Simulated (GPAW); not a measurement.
The system is MgB2.

```
Mg B
1.0
     3.08500    0.00000    0.00000
    -1.54250    2.67169    0.00000
     0.00000    0.00000    3.52300
Mg B
1 2
Direct
  0.00000 0.00000 0.00000
  0.66667 0.33333 0.50000
  0.33333 0.66667 0.50000
```

```yaml
Program: GPAW 26.7.0
Task: relaxation of cell and atoms
Functional: PBE
Dispersion: D4
Potentials_or_basis: GPAW PAW data sets (gpaw-data 1.2.1)
Cutoff: 800 eV
Basis: pw
k_mesh: 7 × 7 × 5
Occupations: fermi-dirac, width 0.05 eV
Spin: no spin polarisation
```

At the start: pressure -5.4 GPa; volume 9.68 Å³/atom.

Task: How do energy, volume and symmetry change on relaxing?

Result: Over 12 steps the energy falls by 5.8 meV/atom and the volume is 9.32 Å³/atom (-3.7 %); space group P6/mmm (No. 191, to 0.05 Å).

The path:
| step | energy change (eV) | largest force (eV/Å) | pressure (GPa) | volume (Å³) |
| --- | --- | --- | --- | --- |
| 1 | 0.0000 | 0.0000 | -5.38 | 29.04 |
| 2 | -0.0029 | 0.0000 | -4.92 | 28.94 |
| 3 | -0.0077 | 0.0000 | -4.03 | 28.76 |
| 4 | -0.0127 | 0.0000 | -2.77 | 28.52 |
| 5 | -0.0161 | 0.0000 | -1.23 | 28.23 |
| 6 | -0.0168 | 0.0000 | 0.43 | 27.92 |
| 7 | -0.0169 | 0.0000 | 0.41 | 27.92 |
| 8 | -0.0169 | 0.0000 | 0.39 | 27.93 |
| 9 | -0.0170 | 0.0000 | 0.35 | 27.93 |
| 10 | -0.0171 | 0.0000 | 0.29 | 27.94 |
| 11 | -0.0172 | 0.0000 | 0.23 | 27.95 |
| 12 | -0.0174 | 0.0000 | 0.16 | 27.95 |

Final structure:
```
CELL_PARAMETERS angstrom
3.05083 0.00000 0.00000
-1.52541 2.64210 0.00000
0.00000 0.00000 3.46809
ATOMIC_POSITIONS crystal
Mg 0.00000 0.00000 0.00000
B 0.66667 0.33333 0.50000
B 0.33333 0.66667 0.50000
```

Caveat: later steps reuse the first step's grids; pairwise dispersion overbinds metals, which lowers pressure and volume.
